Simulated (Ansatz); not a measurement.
Nb in Ansatz: the effect of functional

Nb:

```
Nb
1.0
     0.00000    2.07182    2.07182
     2.07182    0.00000    2.07182
     2.07182    2.07182    0.00000
Nb
1
Direct
  0.00000 0.00000 0.00000
```

This isn't the form of Nb at room conditions, which is bcc.

The cell isn't the ideal one: volume scaled by 0.94.

Alike in all runs:

| Item | Value |
| --- | --- |
| Program | Ansatz 0.2.0 |
| Task | single point |
| Potentials or basis | Ansatz PAW |
| k mesh | 11 × 11 × 11 |
| Occupations | fermi-dirac, width 0.05 eV |
| Spin | no spin polarisation |

Question: One run gave: pressure 8.4 GPa. Which functional did it use?
A. PBEsol
B. r2SCAN
C. LDA

Answer: B.

```csv
functional,cutoff,pressure (GPa)
LDA,420 eV (not typed: the program's choice for these potentials),-1.0
PBEsol,420 eV (not typed: the program's choice for these potentials),3.0
r2SCAN,500 eV (not typed: the program's choice for these potentials),8.4
```

Caveats: the PAW data sets come from PBE, with cores solved anew for the run's functional, which leaves a small shift of forces and pressure.
